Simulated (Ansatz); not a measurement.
## KF under compression and expansion

```
CELL_PARAMETERS angstrom
3.25895 0.00000 0.00000
0.00000 3.25895 0.00000
0.00000 0.00000 3.25895
ATOMIC_POSITIONS crystal
K 0.00000 0.00000 0.00000
F 0.50000 0.50000 0.50000
```

The cell is the one relaxed in the Materials Project (mp-8454), not relaxed further here; entries there can be hypothetical.

Levels of theory: DFT, LDA, all-electron LAPW, scalar-relativistic (Ansatz 0.2.0); DFT, LDA, PAW with Ansatz's default frozen-core files, scalar-relativistic (Ansatz 0.2.0).

For LAPW: a Γ-centred 9×9×9 k mesh, Fermi–Dirac smearing of 0.02 eV, basis error target 0.5 meV/atom, no spin polarisation. PAW takes a cutoff of 420 eV at this cell (files made with PBE, cores remade for this functional). The Ansatz runs share mesh, smearing and spin set-up. Plane-wave (PAW) pressures include the program's estimate of the Pulay term.

The cell above is scaled evenly, with fractional coordinates and shape held.

```json
{"V/V(cell)": "0.9600", "V (Å³/atom)": "16.614", "P, LAPW (GPa)": "?", "P, PAW (GPa)": "?", "gap on the k mesh, LAPW (eV)": "?"}
{"V/V(cell)": "0.9800", "V (Å³/atom)": "16.960", "P, LAPW (GPa)": "-5.30", "P, PAW (GPa)": "-5.31", "gap on the k mesh, LAPW (eV)": "6.07"}
{"V/V(cell)": "1.0000", "V (Å³/atom)": "17.306", "P, LAPW (GPa)": "-5.74", "P, PAW (GPa)": "-5.75", "gap on the k mesh, LAPW (eV)": "5.93"}
{"V/V(cell)": "1.0200", "V (Å³/atom)": "17.652", "P, LAPW (GPa)": "-6.11", "P, PAW (GPa)": "-6.13", "gap on the k mesh, LAPW (eV)": "5.79"}
{"V/V(cell)": "1.0400", "V (Å³/atom)": "17.999", "P, LAPW (GPa)": "-6.43", "P, PAW (GPa)": "-6.45", "gap on the k mesh, LAPW (eV)": "5.67"}
```

Problem. Fill in the row V/V(cell) = 0.9600.

Solution. P, LAPW (GPa) = -4.80, P, PAW (GPa) = -4.81, gap on the k mesh, LAPW (eV) = 6.21.
